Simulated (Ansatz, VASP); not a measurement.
# Two plane-wave programs on Sb

```
CELL_PARAMETERS angstrom
3.16000 0.00000 0.00000
0.00000 3.16000 0.00000
0.00000 0.00000 3.16000
ATOMIC_POSITIONS crystal
Sb 0.00000 0.00000 0.00000
```

This isn't the form of Sb at room conditions, which is rhombohedral.

Alike in both runs: task single point; functional PBEsol; k mesh 16 × 16 × 16; occupations gaussian, width 0.15 eV; no spin polarisation.

|  | VASP | Ansatz |
| --- | --- | --- |
| version | VASP 6.6.1 | Ansatz 0.2.0 |
| potentials or method | VASP PAW PBE potentials, release 64 (Sb) | scalar-relativistic, plane waves, PAW |
| plane-wave cutoff (eV) | 520 | 420 |
| valence electrons in the cell | 5 | 15 |

```tsv
	VASP	Ansatz	Ansatz less VASP
gap on the k mesh at the Fermi level (eV)	none	none	-
pressure (GPa)	-4.9	-4.9	-0.03
```

A gap of «none» marks a metal or a gap that the smearing closes. The two sets of potentials don't hold the same shells in valence.

Caveats: the PAW data sets were made with another functional, which shifts forces and pressure a little (VASP). The runs have no spin-orbit coupling, so splittings on Sb are missing.
